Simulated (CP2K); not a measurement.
# Li (Im-3m) in CP2K: further runs

Runs on Li. Level: r2SCAN. Tasks: single point, equation of state.

Everything below comes from runs of CP2K 2026.2. Logs are shortened: lines on timing, memory, paths and dates and some standing lists are left out, and cuts for length are marked.

### 1 The crystal as given

It takes space group Im-3m (No. 229, cubic). The conventional cell has a = 3.509 Å, b = 3.509 Å, c = 3.509 Å, α = 90.00°, β = 90.00°, γ = 90.00°. Li (site symmetry m-3m) has 8 Li at 3.04 Å as nearest neighbours.

### 2 Single point, r2SCAN, 21.61 Å³/atom

Contents of li_eos.inp:

```
&GLOBAL
  PROJECT li_eos
  RUN_TYPE ENERGY_FORCE
  PRINT_LEVEL LOW
&END GLOBAL
&FORCE_EVAL
  METHOD QS
  STRESS_TENSOR ANALYTICAL
  &DFT
    BASIS_SET_FILE_NAME BASIS_MOLOPT_UZH
    POTENTIAL_FILE_NAME POTENTIAL_UZH
    &MGRID
      CUTOFF 675
      REL_CUTOFF 60
      NGRIDS 5
    &END MGRID
    &QS
      METHOD GPW
      EPS_DEFAULT 1.0E-10
    &END QS
    &KPOINTS
      SCHEME MONKHORST-PACK 11 11 11
      GAMMA_CENTERED T
      SYMMETRY T
      SYMMETRY_BACKEND SPGLIB
    &END KPOINTS
    &SCF
      SCF_GUESS ATOMIC
      EPS_SCF 1.0E-6
      MAX_SCF 100
      ADDED_MOS 5
      CHOLESKY OFF
      EPS_EIGVAL 1.0E-7
      &DIAGONALIZATION ON
        ALGORITHM STANDARD
      &END DIAGONALIZATION
      &MIXING ON
        METHOD BROYDEN_MIXING
        ALPHA 0.4
        BETA 1.5
        NBUFFER 8
      &END MIXING
      &SMEAR ON
        METHOD FERMI_DIRAC
        ELECTRONIC_TEMPERATURE [K] 580.226
      &END SMEAR
    &END SCF
    &XC
      &XC_FUNCTIONAL
        &MGGA_X_R2SCAN
        &END MGGA_X_R2SCAN
        &MGGA_C_R2SCAN
        &END MGGA_C_R2SCAN
      &END XC_FUNCTIONAL
    &END XC
    &PRINT
      &KPOINTS ON
      &END KPOINTS
      &MULLIKEN ON
      &END MULLIKEN
      &MO ON
        ENERGIES T
        OCCUPATION_NUMBERS T
        &EACH
          QS_SCF 0
        &END EACH
        ADD_LAST NUMERIC
      &END MO
    &END PRINT
  &END DFT
  &SUBSYS
    &CELL
      ABC 3.0391429495 3.0391429494 3.0391429495
      ALPHA_BETA_GAMMA 109.4712206346 109.4712206341 109.4712206342
      PERIODIC XYZ
    &END CELL
    &COORD
      SCALED
      Li  0.0000000000 0.0000000000 0.0000000000
    &END COORD
    &KIND Li
      BASIS_SET TZVP-MOLOPT-SCAN-GTH-q3
      POTENTIAL GTH-SCAN-q3
    &END KIND
    &PRINT
      &ATOMIC_COORDINATES ON
      &END ATOMIC_COORDINATES
      &CELL ON
      &END CELL
      &SYMMETRY ON
      &END SYMMETRY
    &END PRINT
  &END SUBSYS
  &PRINT
    &FORCES ON
    &END FORCES
    &STRESS_TENSOR ON
    &END STRESS_TENSOR
  &END PRINT
&END FORCE_EVAL
```

Potentials or basis: POTENTIAL_UZH Li GTH-SCAN-q3; TZVP-MOLOPT-SCAN-GTH basis.

Run with:

```console
$ OMP_NUM_THREADS=1 cp2k.psmp -i li_eos.inp -o li_eos.out
```

li_eos.out:

```text

 CP2K| version string:                                       CP2K version 2026.2
 CP2K| Input file name                                                li_eos.inp

 GLOBAL| Force Environment number                                              1
 GLOBAL| Basis set file name                                    BASIS_MOLOPT_UZH
 GLOBAL| Potential file name                                       POTENTIAL_UZH
 GLOBAL| MM Potential file name                                     MM_POTENTIAL
 GLOBAL| Coordinate file name                                      __STD_INPUT__
 GLOBAL| Method name                                                        CP2K
 GLOBAL| Project name                                                     li_eos
 GLOBAL| Run type                                                   ENERGY_FORCE
 GLOBAL| FFT library                                                       FFTW3
[... 8 lines left out ...]
 GLOBAL| CPU model name                                                  UNKNOWN

 CELL| Volume [angstrom^3]:                                            21.608842
 CELL| Vector a [angstrom]:       3.039     0.000     0.000   |a| =     3.039143
 CELL| Vector b [angstrom]:      -1.013     2.865     0.000   |b| =     3.039143
 CELL| Vector c [angstrom]:      -1.013    -1.433     2.481   |c| =     3.039143
 CELL| Angle (b,c), alpha [degree]:                                   109.471221
 CELL| Angle (a,c), beta  [degree]:                                   109.471221
 CELL| Angle (a,b), gamma [degree]:                                   109.471221
 CELL| Numerically orthorhombic:                                              NO
 CELL| Periodicity                                                           XYZ

 CELL_REF| Volume [angstrom^3]:                                        21.608842
 CELL_REF| Vector a [angstrom     3.039     0.000     0.000   |a| =     3.039143
 CELL_REF| Vector b [angstrom    -1.013     2.865     0.000   |b| =     3.039143
 CELL_REF| Vector c [angstrom    -1.013    -1.433     2.481   |c| =     3.039143
 CELL_REF| Angle (b,c), alpha [degree]:                               109.471221
 CELL_REF| Angle (a,c), beta  [degree]:                               109.471221
 CELL_REF| Angle (a,b), gamma [degree]:                               109.471221
 CELL_REF| Numerically orthorhombic:                                          NO
 CELL_REF| Periodicity                                                       XYZ
[... 9 lines left out ...]
 TOTAL NUMBERS AND MAXIMUM NUMBERS

  Total number of            - Atomic kinds:                                   1
                             - Atoms:                                          1
                             - Shell sets:                                     1
                             - Shells:                                         5
                             - Primitive Cartesian functions:                  5
                             - Cartesian basis functions:                      7
                             - Spherical basis functions:                      7

  Maximum angular momentum of- Orbital basis functions:                        1
                             - Local part of the GTH pseudopotential:          6

 MODULE QUICKSTEP: ATOMIC COORDINATES IN ANGSTROM

   Atom Kind Element         X             Y             Z       Z(eff)     Mass
      1    1 Li    3      0.000000      0.000000      0.000000   3.0000   6.9410

 Crystal Symmetry Information
       International Symbol:                                               Im-3m
       Point Group Symbol:                                                  m-3m
       Schoenflies Symbol:                                                  Oh^9
       Number of Symmetry Operations:                                         48

 SCF PARAMETERS         Density guess:                                    ATOMIC
                        --------------------------------------------------------
                        max_scf:                                             100
[... 7 lines left out ...]
                        --------------------------------------------------------
                        level_shift [a.u.]:                             0.000000
                        added MOs                                         5    0
                        --------------------------------------------------------
                        Mixing method:                            BROYDEN_MIXING
[... 11 lines left out ...]
 *******************************************************************************
 BRILLOUIN| K-point scheme                                        Monkhorst-Pack
 BRILLOUIN| K-Point grid                                            11   11   11
 BRILLOUIN| Gamma-centered k-point mesh                                     ON
 BRILLOUIN| K-point symmetry accuracy                               0.100000E-05
 BRILLOUIN| K-Point point group symmetrization                                ON
 BRILLOUIN| Symmetry backend                                             SPGLIB
 BRILLOUIN| Symmetry reduction method                                    SPGLIB
 BRILLOUIN| Wavefunction type                                            COMPLEX
 BRILLOUIN| List of Kpoints [2 Pi/Bohr]                                       56
 BRILLOUIN| Number           Weight            X              Y              Z
 BRILLOUIN|     1           0.00601       -0.45455       -0.45455       -0.45455
 BRILLOUIN|     2           0.01803       -0.45455       -0.45455       -0.36364
 BRILLOUIN|     3           0.01803       -0.45455       -0.45455       -0.27273
 BRILLOUIN|     4           0.01803       -0.45455       -0.45455       -0.18182
 BRILLOUIN|     5           0.01803       -0.45455       -0.45455       -0.09091
 BRILLOUIN|     6           0.00451       -0.45455       -0.45455        0.45455
[... 32 lines left out ...]
 BRILLOUIN|    39           0.03606       -0.36364        0.00000        0.09091
 BRILLOUIN|    40           0.01803       -0.36364        0.00000        0.18182
 [... further k-points ...]
 *******************************************************************************

 Extrapolation method: initial_guess

 Number of electrons:                                                          3
 Number of occupied orbitals:                                                  2
 Number of molecular orbitals:                                                 7

 Number of orbital functions:                                                  7
 Number of independent orbital functions:                                      7

 SCF WAVEFUNCTION OPTIMIZATION

  Step     Update method      Time    Convergence         Total energy    Change
  ------------------------------------------------------------------------------
     1 NoMix/Diag. 0.40E+00    1.4     0.38094870        -7.5396763869 -7.54E+00
     2 Broy./Diag. 0.40E+00    1.5     0.00494587        -7.4859077713  5.38E-02
     3 Broy./Diag. 0.40E+00    1.5     0.00423984        -7.4979525494 -1.20E-02
     4 Broy./Diag. 0.40E+00    1.5     0.00208699        -7.4987156775 -7.63E-04
     5 Broy./Diag. 0.40E+00    1.5     0.00052866        -7.4965084249  2.21E-03
     6 Broy./Diag. 0.40E+00    1.5     0.00046466        -7.4949568574  1.55E-03
     7 Broy./Diag. 0.40E+00    1.5     0.00007737        -7.4947212913  2.36E-04
     8 Broy./Diag. 0.40E+00    1.5     0.00008041        -7.4947327449 -1.15E-05
     9 Broy./Diag. 0.40E+00    1.5     0.00000338        -7.4947078603  2.49E-05
    10 Broy./Diag. 0.40E+00    1.5     0.00000509        -7.4947051772  2.68E-06
    11 Broy./Diag. 0.40E+00    1.5     0.00000045        -7.4947061109 -9.34E-07

  *** SCF run converged in    11 steps ***

  Electronic density on regular grids:         -2.9999999997        0.0000000003
  Core density on regular grids:                2.9999999995       -0.0000000005
  Total charge density on r-space grids:       -0.0000000003
  Total charge density g-space grids:          -0.0000000003

  Overlap energy of the core charge distribution:               0.00000000000000
  Self energy of the core charge distribution:                 -6.33124576787327
  Core Hamiltonian energy:                                      0.28808404595280
  Hartree energy:                                               0.39758024003657
  Exchange-correlation energy:                                 -1.84901186592078
  Electronic entropic energy:                                  -0.00011276322883
  Fermi energy:                                                 0.01043079588057

  Total energy:                                                -7.49470611093014
  Total energy (extrapolated to T->0):                         -7.49464972931573

 MO| EIGENVALUES AND OCCUPATION NUMBERS FOR K POINT 1
 MO|
 MO|  Index      Eigenvalue [a.u.]        Eigenvalue [eV]             Occupation
 MO|      1              -1.762881             -47.970437               2.000000
 MO|      2               0.224226               6.101487               0.000000
 MO|      3               0.224226               6.101487               0.000000
 MO|      4               0.246593               6.710143               0.000000
 MO|      5               0.557951              15.182627               0.000000
 MO|      6               2.001066              54.451788               0.000000
 MO|      7               5.731380             155.958792               0.000000
 MO| Sum:                                                               2.000000
 MO| E(Fermi):            0.010431 a.u.          0.283836 eV

 MO| EIGENVALUES AND OCCUPATION NUMBERS FOR K POINT 2
 MO|
 MO|  Index      Eigenvalue [a.u.]        Eigenvalue [eV]             Occupation
 MO|      1              -1.762958             -47.972516               2.000000
 MO|      2               0.150770               4.102660               0.000000
 MO|      3               0.188715               5.135185               0.000000
 MO|      4               0.275403               7.494109               0.000000
 MO|      5               0.581911              15.834617               0.000000
 MO|      6               1.451973              39.510208               0.000000
 MO|      7               4.369041             118.887661               0.000000
 MO| Sum:                                                               2.000000
 MO| E(Fermi):            0.010431 a.u.          0.283836 eV
[... 144 lines left out ...]
 MO| EIGENVALUES AND OCCUPATION NUMBERS FOR K POINT 14
 MO|
 MO|  Index      Eigenvalue [a.u.]        Eigenvalue [eV]             Occupation
 MO|      1              -1.763009             -47.973923               2.000000
 MO|      2               0.085982               2.339696               0.000000
 MO|      3               0.208550               5.674933               0.000000
 MO|      4               0.326420               8.882339               0.000000
 MO|      5               0.577196              15.706307               0.000000
 MO|      6               1.191931              32.434100               0.000000
 MO|      7               3.777715             102.796841               0.000000
 MO| Sum:                                                               2.000000
 MO| E(Fermi):            0.010431 a.u.          0.283836 eV

 [... the levels of further k-points ...]

 !-----------------------------------------------------------------------------!
                     Mulliken Population Analysis

 #  Atom  Element  Kind  Atomic population                           Net charge
       1     Li       1          3.000000                              0.000000
 # Total charge                              3.000000                  0.000000

 !-----------------------------------------------------------------------------!

 ENERGY| Total FORCE_EVAL ( QS ) energy [hartree]             -7.494706068341304

 FORCES| Atomic forces [hartree/bohr]
 FORCES|   Atom     x               y               z               |f|
 FORCES|      1  6.80972685E-17 -6.21829060E-16  4.36912402E-16   7.63021012E-16
 FORCES| Sum     6.80972685E-17 -6.21829060E-16  4.36912402E-16
 FORCES| Total atomic force                                       7.63021012E-16

 STRESS| Analytical stress tensor [bar]
 STRESS|                        x                   y                   z
 STRESS|      x       -2.91671808360E+03   2.38755633197E-01   4.13473932596E-01
 STRESS|      y        2.38755633197E-01  -2.91654944048E+03   5.84676257507E-01
 STRESS|      z        4.13473932596E-01   5.84676257507E-01  -2.91587397831E+03
 STRESS| 1/3 Trace                                            -2.91638050079E+03
 STRESS| Determinant                                          -2.48046165773E+10

 STRESS| Eigenvectors and eigenvalues of the analytical stress tensor [bar]
 STRESS|                        1                   2                   3
 STRESS| Eigenvalues  -2.91688698714E+03  -2.91688682911E+03  -2.91536768613E+03
 STRESS|      x           0.617096007750      0.712792739082      0.333345208953
 STRESS|      y          -0.763854147509      0.440879480206      0.471330165877
 STRESS|      z           0.188995657495     -0.545483084106      0.816534657196
```

Wall time 20 s (1 thread of Arm Neoverse V2, shared host); peak memory 0.23 GiB.

What came out:

```yaml
Free_energy: -203.9413 eV
Pressure: -0.3 GPa
Band_gap_on_the_k_mesh: none (metal or under the smearing width)
```

Caveat: the basis of atomic orbitals isn't converged, which shifts pressures, moduli and gaps.

### 3 Single point, r2SCAN, 21.18 Å³/atom (volume scaled by 0.98)

li_eos.inp, as its differences from that of step 2:

```diff
@@ -11,2 +11,3 @@
     POTENTIAL_FILE_NAME POTENTIAL_UZH
+    WFN_RESTART_FILE_NAME previous-RESTART.kp
     &MGRID
@@ -27,3 +28,3 @@
     &SCF
-      SCF_GUESS ATOMIC
+      SCF_GUESS RESTART
       EPS_SCF 1.0E-6
@@ -72,4 +73,4 @@
     &CELL
-      ABC 3.0391429495 3.0391429494 3.0391429495
-      ALPHA_BETA_GAMMA 109.4712206346 109.4712206341 109.4712206342
+      ABC 3.0187454024 3.0187454023 3.0187454023
+      ALPHA_BETA_GAMMA 109.4712206355 109.4712206336 109.4712206340
       PERIODIC XYZ
```

Potentials or basis: POTENTIAL_UZH Li GTH-SCAN-q3; TZVP-MOLOPT-SCAN-GTH basis.

Run with:

```console
$ OMP_NUM_THREADS=1 cp2k.psmp -i li_eos.inp -o li_eos.out
```

It took 16 s on 1 thread of Arm Neoverse V2, shared host; peak memory 0.22 GiB.

Results (log left out):

```yaml
Free_energy: -203.9418 eV
Pressure: 0.0 GPa
Band_gap_on_the_k_mesh: none (metal or under the smearing width)
```

Caveat: the basis of atomic orbitals isn't converged, which shifts pressures, moduli and gaps.

### 4 Single point, r2SCAN, 22.04 Å³/atom (volume scaled by 1.02)

li_eos.inp, as its differences from that of step 3:

```diff
@@ -73,4 +73,4 @@
     &CELL
-      ABC 3.0187454024 3.0187454023 3.0187454023
-      ALPHA_BETA_GAMMA 109.4712206355 109.4712206336 109.4712206340
+      ABC 3.0592703106 3.0592703105 3.0592703106
+      ALPHA_BETA_GAMMA 109.4712206339 109.4712206348 109.4712206350
       PERIODIC XYZ
```

Run with:

```console
$ OMP_NUM_THREADS=1 cp2k.psmp -i li_eos.inp -o li_eos.out
```

It took 15 s on 1 thread of Arm Neoverse V2, shared host; peak memory 0.22 GiB.

Results (log left out):

```yaml
Free_energy: -203.9402 eV
Pressure: -0.5 GPa
Band_gap_on_the_k_mesh: none (metal or under the smearing width)
```

Caveat: the basis of atomic orbitals isn't converged, which shifts pressures, moduli and gaps.

### 5 Single point, r2SCAN, 20.74 Å³/atom (volume scaled by 0.96)

li_eos.inp, as its differences from that of step 4:

```diff
@@ -73,4 +73,4 @@
     &CELL
-      ABC 3.0592703106 3.0592703105 3.0592703106
-      ALPHA_BETA_GAMMA 109.4712206339 109.4712206348 109.4712206350
+      ABC 2.9980684151 2.9980684150 2.9980684151
+      ALPHA_BETA_GAMMA 109.4712206354 109.4712206334 109.4712206335
       PERIODIC XYZ
```

Run with:

```console
$ OMP_NUM_THREADS=1 cp2k.psmp -i li_eos.inp -o li_eos.out
```

Run time: 16 s. Hardware: 1 thread of Arm Neoverse V2, shared host; peak memory 0.22 GiB.

It converged, with:

```
Free energy            : -203.9415 eV
Pressure               : 0.2 GPa
Band gap on the k mesh : none (metal or under the smearing width)
```

Caveat: the basis of atomic orbitals isn't converged, which shifts pressures, moduli and gaps.

### 6 Single point, r2SCAN, 22.47 Å³/atom (volume scaled by 1.04)

li_eos.inp, as its differences from that of step 5:

```diff
@@ -73,4 +73,4 @@
     &CELL
-      ABC 2.9980684151 2.9980684150 2.9980684151
-      ALPHA_BETA_GAMMA 109.4712206354 109.4712206334 109.4712206335
+      ABC 3.0791362588 3.0791362587 3.0791362588
+      ALPHA_BETA_GAMMA 109.4712206345 109.4712206341 109.4712206343
       PERIODIC XYZ
```

Potentials or basis: POTENTIAL_UZH Li GTH-SCAN-q3; TZVP-MOLOPT-SCAN-GTH basis.

Run with:

```console
$ OMP_NUM_THREADS=1 cp2k.psmp -i li_eos.inp -o li_eos.out
```

Wall time 18 s (1 thread of Arm Neoverse V2, shared host); peak memory 0.25 GiB.

It converged, with:

- Free energy: -203.9385 eV
- Pressure: -0.7 GPa
- Band gap on the k mesh: none (metal or under the smearing width)

Caveat: the basis of atomic orbitals isn't converged, which shifts pressures, moduli and gaps.

### 7 Single point, r2SCAN, 20.31 Å³/atom (volume scaled by 0.94)

li_eos.inp, as its differences from that of step 6:

```diff
@@ -73,4 +73,4 @@
     &CELL
-      ABC 3.0791362588 3.0791362587 3.0791362588
-      ALPHA_BETA_GAMMA 109.4712206345 109.4712206341 109.4712206343
+      ABC 2.9771022157 2.9771022157 2.9771022157
+      ALPHA_BETA_GAMMA 109.4712206345 109.4712206340 109.4712206337
       PERIODIC XYZ
```

Run with:

```console
$ OMP_NUM_THREADS=1 cp2k.psmp -i li_eos.inp -o li_eos.out
```

Run time: 17 s. Hardware: 1 thread of Arm Neoverse V2, shared host; peak memory 0.22 GiB.

It converged, with:

| Property | Result |
| --- | --- |
| Free energy | -203.9405 eV |
| Pressure | 0.5 GPa |
| Band gap on the k mesh | none (metal or under the smearing width) |

Caveat: the basis of atomic orbitals isn't converged, which shifts pressures, moduli and gaps.

### 8 Single point, r2SCAN, 22.91 Å³/atom (volume scaled by 1.06)

li_eos.inp, as its differences from that of step 7:

```diff
@@ -73,4 +73,4 @@
     &CELL
-      ABC 2.9771022157 2.9771022157 2.9771022157
-      ALPHA_BETA_GAMMA 109.4712206345 109.4712206340 109.4712206337
+      ABC 3.0987491205 3.0987491204 3.0987491205
+      ALPHA_BETA_GAMMA 109.4712206344 109.4712206347 109.4712206351
       PERIODIC XYZ
```

Run with:

```console
$ OMP_NUM_THREADS=1 cp2k.psmp -i li_eos.inp -o li_eos.out
```

Wall time 17 s (1 thread of Arm Neoverse V2, shared host); peak memory 0.25 GiB.

Results (log left out):

```yaml
Free_energy: -203.9362 eV
Pressure: -0.9 GPa
Band_gap_on_the_k_mesh: none (metal or under the smearing width)
```

Caveat: the basis of atomic orbitals isn't converged, which shifts pressures, moduli and gaps.

### 9 Equation of state, r2SCAN

Potentials or basis: POTENTIAL_UZH Li GTH-SCAN-q3; TZVP-MOLOPT-SCAN-GTH basis.

No new run: the results of the series are fitted here.

Results:

```yaml
Equilibrium_volume: 21.11 Å³/atom
Bulk_modulus: 13.1 GPa
Pressure_derivative_of_the_bulk_modulus: 3.2
```

Energy against volume, from the lowest point:
| volume (Å³/atom) | energy (meV/atom) |
| --- | --- |
| 20.312 | 1.30 |
| 20.744 | 0.26 |
| 21.177 | 0.00 |
| 21.609 | 0.45 |
| 22.041 | 1.55 |
| 22.473 | 3.27 |
| 22.905 | 5.53 |

Caveat: the basis of atomic orbitals isn't converged, which shifts pressures, moduli and gaps.
